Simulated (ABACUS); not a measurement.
# As (R-3m) in ABACUS: single point with LDA

Aim: the single point of As with LDA.

Program: ABACUS 3.10.1. These are calculated values, not measurements. Logs are shortened: lines on timing, memory, paths and dates and some standing lists are left out, and cuts for length are marked.

### 1 Starting point

Symmetry: R-3m, No. 166, trigonal system. Conventional cell: a = 3.762 Å, b = 3.762 Å, c = 10.542 Å, α = 90.00°, β = 90.00°, γ = 120.00°. As (site symmetry 3m) is surrounded by 3 As at 2.51 Å.

### 2 Single point, LDA

The input, run_abacus.py:

```python
"""ABACUS run from a structure file: ASE reads it, the script writes STRU, KPT and INPUT."""
import re
import subprocess
import spglib
from ase import Atoms
from ase.io import read
from ase.units import Bohr

atoms = read("As.cif")
cell, frac, numbers = spglib.standardize_cell((atoms.cell[:], atoms.get_scaled_positions(), atoms.numbers), to_primitive=True, symprec=1e-4)
atoms = Atoms(numbers=numbers, cell=cell, scaled_positions=frac, pbc=True)  # the primitive cell
atoms = atoms[(-atoms.numbers).argsort(kind="stable")]  # ABACUS lists atoms element by element
pseudo = {'As': 'As.upf'}
orbital = {}
magmoms = None
kmesh = [7, 7, 7]
params = {
    'suffix': 'As',
    'calculation': 'scf',
    'basis_type': 'pw',
    'pseudo_dir': './',
    'symmetry': 1,
    'dft_functional': 'pz',
    'ecutwfc': 81,
    'pseudo_rcut': 10,
    'nspin': 1,
    'nbands': 25,
    'ks_solver': 'dav',
    'smearing_method': 'fd',
    'smearing_sigma': 0.00367493,
    'scf_thr': 1e-08,
    'scf_nmax': 100,
    'mixing_type': 'broyden',
    'mixing_beta': 0.7,
    'cal_force': 1,
    'cal_stress': 1,
    'out_chg': 1,
    'kpar': 4,
}

symbols = atoms.get_chemical_symbols()
elements = list(dict.fromkeys(symbols))
lines = ["ATOMIC_SPECIES"] + [f"{e} {atoms.get_masses()[symbols.index(e)]:.4f} {pseudo[e]}" for e in elements]
if orbital:
    lines += ["", "NUMERICAL_ORBITAL"] + [orbital[e] for e in elements]
lines += ["", "LATTICE_CONSTANT", f"{1 / Bohr:.10f}", "", "LATTICE_VECTORS"]
lines += [" ".join(f"{x:.10f}" for x in v) for v in atoms.cell]
lines += ["", "ATOMIC_POSITIONS", "Direct"]
for e in elements:
    lines += ["", e, "0.0", str(symbols.count(e))]
    for i, p in enumerate(atoms.get_scaled_positions(wrap=False)):
        if symbols[i] == e:
            mag = "" if magmoms is None else " mag " + " ".join(str(x) for x in (magmoms[i] if isinstance(magmoms[i], list) else [magmoms[i]]))
            lines.append(" ".join(f"{x:.10f}" for x in p) + " 1 1 1" + mag)
open("STRU", "w").write("\n".join(lines) + "\n")
open("KPT", "w").write("K_POINTS\n0\nGamma\n%d %d %d 0 0 0\n" % tuple(kmesh))
open("INPUT", "w").write("INPUT_PARAMETERS\n" + "".join(f"{k:<20s}{v}\n" for k, v in params.items()))

done = subprocess.run(['mpirun', '-np', '4', 'abacus'])
if done.returncode:
    raise SystemExit(done.returncode)
log = open("OUT.As/running_scf.log").read()
print("final energy (eV):", re.findall(r"FINAL_ETOT_IS (\S+)", log))
```

The input, As.cif:

```cif
data_As
_cell_length_a 3.76159380
_cell_length_b 3.76159380
_cell_length_c 10.54218598
_cell_angle_alpha 90.00000000
_cell_angle_beta 90.00000000
_cell_angle_gamma 120.00000000
_space_group_name_H-M_alt 'R-3m'
_space_group_name_Hall '-R 3 2"'
_space_group_IT_number 166
loop_
_space_group_symop_operation_xyz
'x,y,z'
'-x,-y,-z'
'-y,x-y,z'
'y,-x+y,-z'
'-x+y,-x,z'
'x-y,x,-z'
'y,x,-z'
'-y,-x,z'
'x-y,-y,-z'
'-x+y,y,z'
'-x,-x+y,-z'
'x,x-y,z'
'x+2/3,y+1/3,z+1/3'
'-x+2/3,-y+1/3,-z+1/3'
'-y+2/3,x-y+1/3,z+1/3'
'y+2/3,-x+y+1/3,-z+1/3'
'-x+y+2/3,-x+1/3,z+1/3'
'x-y+2/3,x+1/3,-z+1/3'
'y+2/3,x+1/3,-z+1/3'
'-y+2/3,-x+1/3,z+1/3'
'x-y+2/3,-y+1/3,-z+1/3'
'-x+y+2/3,y+1/3,z+1/3'
'-x+2/3,-x+y+1/3,-z+1/3'
'x+2/3,x-y+1/3,z+1/3'
'x+1/3,y+2/3,z+2/3'
'-x+1/3,-y+2/3,-z+2/3'
'-y+1/3,x-y+2/3,z+2/3'
'y+1/3,-x+y+2/3,-z+2/3'
'-x+y+1/3,-x+2/3,z+2/3'
'x-y+1/3,x+2/3,-z+2/3'
'y+1/3,x+2/3,-z+2/3'
'-y+1/3,-x+2/3,z+2/3'
'x-y+1/3,-y+2/3,-z+2/3'
'-x+y+1/3,y+2/3,z+2/3'
'-x+1/3,-x+y+2/3,-z+2/3'
'x+1/3,x-y+2/3,z+2/3'
loop_
_atom_site_label
_atom_site_type_symbol
_atom_site_symmetry_multiplicity
_atom_site_Wyckoff_symbol
_atom_site_fract_x
_atom_site_fract_y
_atom_site_fract_z
_atom_site_occupancy
As1 As 6 c 0.0000000000 0.0000000000 0.2260000000 1
```

Potentials or basis: PseudoDojo NC SR 0.4.1 LDA standard, plane waves.

Run with:

```sh
$ OMP_NUM_THREADS=1 python run_abacus.py > log
```

running log:

```text
ABACUS v3.10.1

               Atomic-orbital Based Ab-initio Computation at UStc

 ------------------------------------------------------------------------------------

 READING GENERAL INFORMATION
                           global_out_dir = OUT.As/
                           global_in_card = INPUT
                               pseudo_dir = ./
                              orbital_dir =
                                    DSIZE = 4
                                    GSIZE = 1

 READING UNITCELL INFORMATION
                                    ntype = 1
                  lattice constant (Bohr) = 1.88973
              lattice constant (Angstrom) = 1

 READING ATOM TYPE 1
                               atom label = As
                      L=0, number of zeta = 1
                      L=1, number of zeta = 1
                      L=2, number of zeta = 1
             number of atom for this type = 2

                        TOTAL ATOM NUMBER = 2
DIRECT COORDINATES
    atom                   x                   y                   z     mag                  vx                  vy                  vz
taud_As1            0.2260000000        0.2260000000        0.2260000000  0.0000        0.0000000000        0.0000000000        0.0000000000
taud_As2            0.7740000000        0.7740000000        0.7740000000  0.0000        0.0000000000        0.0000000000        0.0000000000

                          Volume (Bohr^3) = 290.59
                             Volume (A^3) = 43.0609

 Lattice vectors: (Cartesian coordinate: in unit of a_0)
              +1.8808            +1.08588            +3.51406
              -1.8808            +1.08588            +3.51406
                   +0            -2.17176            +3.51406
 Reciprocal vectors: (Cartesian coordinate: in unit of 2 pi/a_0)
            +0.265845           +0.153486           +0.094857
            -0.265845           +0.153486           +0.094857
                   +0           -0.306971           +0.094857
 The esolver type has been set to : ksdft_pw

                PAO radial cut off (Bohr) = 10

 Read in pseudopotential file is As.upf
                     pseudopotential type = NC
          exchange-correlation functional = SLAPWNOGXNOGC
                 nonlocal core correction = 1
                        valence electrons = 15
                                     lmax = 2
                           number of zeta = 3
                     number of projectors = 6
                           L of projector = 0
                           L of projector = 0
                           L of projector = 1
                           L of projector = 1
                           L of projector = 2
                           L of projector = 2
 XC functional updated to : pz
          exchange-correlation functional = PZ
     initial pseudo atomic orbital number = 18

 SETUP THE ELECTRONS NUMBER
            electron number of element As = 15
      total electron number of element As = 30
            AUTOSET number of electrons:  = 30
                           occupied bands = 15
                                   NBANDS = 25
                                   NLOCAL = 18

%%%%%%%%%%%%%%%%%%%%%%%%%%%%%%%%%%%%%%%%%%%%%%%%%%%%%%%%%%%%%%%%%%%%%%%%%%%%%%%%%%%%%%%%%%%%%%%%%%%%%%%%%%
 Warning: the number of valence electrons in pseudopotential > 5 for As: [Ar] 3d10 4s2 4p3
 Pseudopotentials with additional electrons can yield (more) accurate outcomes, but may be less efficient.
 If you're confident that your chosen pseudopotential is appropriate, you can safely ignore this warning.
%%%%%%%%%%%%%%%%%%%%%%%%%%%%%%%%%%%%%%%%%%%%%%%%%%%%%%%%%%%%%%%%%%%%%%%%%%%%%%%%%%%%%%%%%%%%%%%%%%%%%%%%%%

 SETUP THE PLANE WAVE BASIS
 energy cutoff for charge/potential (unit:Ry) = 324
            fft grid for charge/potential = [ 45, 45, 45 ]
                        fft grid division = [ 1, 1, 1 ]
        big fft grid for charge/potential = [ 45, 45, 45 ]
                                     nbxx = 91125
                                     nrxx = 91125

 SETUP PLANE WAVES FOR CHARGE/POTENTIAL
                    number of plane waves = 28659
                         number of sticks = 1279

 PARALLEL PW FOR CHARGE/POTENTIAL
[... 66 lines left out ...]
(for reciprocal lattice: )
                             BRAVAIS TYPE = 7
                     BRAVAIS LATTICE NAME = 07. Rhombohedral (Trigonal) cell
                                    ibrav = 7
                       right hand lattice = 1
(for k-lattice: )
                             BRAVAIS TYPE = 7
                     BRAVAIS LATTICE NAME = 07. Rhombohedral (Trigonal) cell
                                    ibrav = 7
                       right hand lattice = 1
                        ROTATION MATRICES = 12
                               nkstot_ibz = 44
K-POINTS REDUCTION ACCORDING TO SYMMETRY
     IBZ    DIRECT_X    DIRECT_Y    DIRECT_Z  WEIGHT  ibz2bz
       1  0.00000000  0.00000000  0.00000000  0.0029       0
       2  0.14285714  0.00000000  0.00000000  0.0175       1
       3  0.28571429  0.00000000  0.00000000  0.0175       2
       4  0.42857143  0.00000000  0.00000000  0.0175       3
       5  0.14285714  0.14285714  0.00000000  0.0175       8
       6  0.28571429  0.14285714  0.00000000  0.0350       9
[... 22 lines left out ...]
      29 -0.42857143  0.42857143  0.14285714  0.0350      74
      30 -0.28571429  0.42857143  0.14285714  0.0350      75
[... 14 further k points ...]

                               nkstot now = 44
[... K-POINTS DIRECT COORDINATES: 44 rows ...]

           k-point number in this process = 11
       minimum distributed K point number = 11
[... stars of the k points ...]

[... K-POINTS CARTESIAN COORDINATES: 11 rows ...]

[... K-POINTS DIRECT COORDINATES: 11 rows ...]

 SETUP PLANE WAVES FOR WAVE FUNCTIONS
     energy cutoff for wavefunc (unit:Ry) = 81
              fft grid for wave functions = [ 45, 45, 45 ]
                    number of plane waves = 4203
                         number of sticks = 351

 PARALLEL PW FOR WAVE FUNCTIONS
     PROC   COLUMNS(POT)             PW
        1            351           4203
 --------------- sum -------------------
        1            351           4203

 SETUP NONLOCAL PSEUDOPOTENTIALS IN PLANE WAVE BASIS
 As non-local projectors:
 projector 1 L=0
 projector 2 L=0
 projector 3 L=1
 projector 4 L=1
 projector 5 L=2
 projector 6 L=2
      TOTAL NUMBER OF NONLOCAL PROJECTORS = 36

 Init Non-Local PseudoPotential table :
 Init Non-Local-Pseudopotential done.

                                     npwx = 3588

 Make real space PAO into reciprocal space.
       max mesh points in Pseudopotential = 1001
     dq(describe PAO in reciprocal space) = 0.01
                                    max q = 1084

 number of pseudo atomic orbitals for As is 3
WARNING: norm of atomic wavefunction # 3 of atomic type As is 0.999966, renormalized

 -------------------------------------------
 SELF-CONSISTENT
 -------------------------------------------
                                 init_chg = atomic

 PW ALGORITHM --------------- ION=   1  ELEC=   1--------------------------------

 Notice: Threshold on eigenvalues was too large.
 hsover_error=0.3 > DRHO=0.012064
 Origin diag ethr = 0.01
 New diag ethr = 4.02134e-05

 Density error is 0.0120275126884
                          Error Threshold = 4.02133805925e-05
----------------------------------------------------------
     Energy           Rydberg                 eV
----------------------------------------------------------
 E_KohnSham     -423.8674209615      -5767.0121216413
 E_Harris       -423.8686606917      -5767.0289890362
 E_Fermi        0.7811140577         10.6276019723
----------------------------------------------------------
[... 51 lines left out ...]
 Density error is 4.13272949578e-09
                          Error Threshold = 6.38772062465e-10
----------------------------------------------------------
     Energy           Rydberg                 eV
----------------------------------------------------------
 E_KohnSham     -423.8678052495      -5767.0173501468
 E_KS(sigma->0) -423.8677147248      -5767.0161184953
 E_Harris       -423.8679665108      -5767.0195442206
 E_band         -34.5686256239       -470.3302805134
 E_one_elec     -211.4106707770      -2876.3897405694
 E_Hartree      120.3269816502       1637.1325735839
 E_xc           -93.4424034943       -1271.3491223370
 E_Ewald        -239.3415315790      -3256.4085975212
 E_entropy(-TS) -0.0001810494        -0.0024633030
 E_descf        0.0000000000         0.0000000000
 E_exx          0.0000000000         0.0000000000
 E_Fermi        0.7853834300         10.6856897628
----------------------------------------------------------

 charge density convergence is achieved
 final etot is -5767.0173501 eV
 EFERMI = 10.685689763 eV

 STATE ENERGY(eV) AND OCCUPATIONS    NSPIN == 1
 1/11 kpoint (Cartesian) = 0.0000 0.0000 0.0000 (3577 pws)
       1       -25.6986     0.00583090
       2       -25.6986     0.00583090
       3       -25.6550     0.00583090
       4       -25.6550     0.00583090
       5       -25.6149     0.00583090
       6       -25.5827     0.00583090
[... 152 lines left out ...]
      24        24.9607        0.00000
      25        25.2872        0.00000

[... levels at 5 further k points ...]

------------------------------------------------------------------------------------------
 TOTAL-FORCE (eV/Angstrom)
------------------------------------------------------------------------------------------
                       As1         0.0000000000         0.0000000000         0.2309469826
                       As2         0.0000000000         0.0000000000        -0.2309469826
------------------------------------------------------------------------------------------

----------------------------------------------------------------
 TOTAL-STRESS (KBAR)
----------------------------------------------------------------
       -12.9957757041         0.0000000000         0.0000000000
        -0.0000000000       -12.9957757043         0.0000000000
         0.0000000000        -0.0000000000       -21.6513375117
----------------------------------------------------------------
 TOTAL-PRESSURE: -15.880963 KBAR

 --------------------------------------------
 !FINAL_ETOT_IS -5767.0173501468443646 eV
 --------------------------------------------
```

Wall time 10 s (4 MPI ranks of AMD EPYC 9R14 (Zen 4), shared host); peak memory 0.44 GiB.

Results:

| Item | Value |
| --- | --- |
| Free energy | -5767.0174 eV |
| Pressure | -1.6 GPa |
| Largest force | 0.231 eV/Å |
| Band gap on the k mesh | none (metal or under the smearing width) |

Forces on the atoms (eV/Å):
```
As   0.000  0.000  0.231
As   0.000  0.000 -0.231
```

Stress tensor (GPa, compression positive):
```
-1.30  0.00  0.00
 0.00 -1.30  0.00
 0.00  0.00 -2.17
```

Levels at points of the mesh, in eV from the Fermi level:
```
           k point  band 12  band 13  band 14  band 15  band 16  band 17  band 18  band 19
(0.00, 0.00, 0.00)    -5.90    -2.45    -1.98    -1.98     1.63     2.91     2.91     6.96
```
